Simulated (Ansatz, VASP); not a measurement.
# Two plane-wave programs on Be

File INCAR:

```
  PREC = Accurate
  ENCUT = 600
  EDIFF = 1E-6
  ISMEAR = -1
  SIGMA = 0.1
  LREAL = False
  LASPH = True
  NELM = 80
  ALGO = Normal
  ISIF = 3
  LWAVE = False
  LCHARG = False
  GGA = PE
  IBRION = 2
  NSW = 80
  EDIFFG = -0.01
```

The input KPOINTS:

```
Automatic mesh
0
Gamma
  17 17 17
```

Contents of POSCAR:

```
Be
1.0
   -1.2658080948      1.2658080948      1.2658080948
    1.2658080948     -1.2658080948      1.2658080948
    1.2658080948      1.2658080948     -1.2658080948
Be
1
Direct
    0.0000000000      0.0000000000      0.0000000000
```

Input for Ansatz:

```yaml
crystal:
  lattice:
    - [-1.2658080948, 1.2658080948, 1.2658080948]
    - [1.2658080948, -1.2658080948, 1.2658080948]
    - [1.2658080948, 1.2658080948, -1.2658080948]
  atoms:
    - { symbol: Be, position: [0.0, 0.0, 0.0] }
hamiltonian:
  xc: pbe
  pseudopotentials:
    kind: paw
    azcp:
      Be: "pseudopotentials/Be.paw.azcp"
basis:
  ecutwfc: 420
  fft_grid_basis: typed
kpoints:
  mp_grid: { grid: [17, 17, 17], shift: [0, 0, 0] }
magnetization:
  spin_polarized: false
scf:
  occupations: { method: fermi_dirac, width: 0.1 }
relax:
  max_steps: 60
  f_tol: 0.01
  cell: {}
output:
  write_density: true
  write_potential: true
  elf: true
  volumetric_format: npy
```

The cell was built by a generator and needn't be a form met in nature.

Alike in both runs: task relaxation of cell and atoms; functional PBE; k mesh 17 × 17 × 17; occupations fermi-dirac, width 0.1 eV; no spin polarisation.

|  | VASP | Ansatz |
| --- | --- | --- |
| version | VASP 6.6.1 | Ansatz 0.2.0 |
| potentials or method | VASP PAW PBE potentials, release 64 (Be) | plane waves (420 eV) with PAW, scalar-relativistic |
| plane-wave cutoff (eV) | 600 | 420 |
| valence electrons in the cell | 2 | 2 |

|  | VASP | Ansatz | Ansatz less VASP |
| --- | --- | --- | --- |
| relaxed volume (Å³/atom) | 7.84 | 7.83 | -0.010 |
| relaxed cell length with the largest relative difference (Å) | 2.167 | 2.166 | -0.0009 |
| energy change over the relaxation (meV/atom) | -4 | -4 | -0.3 |
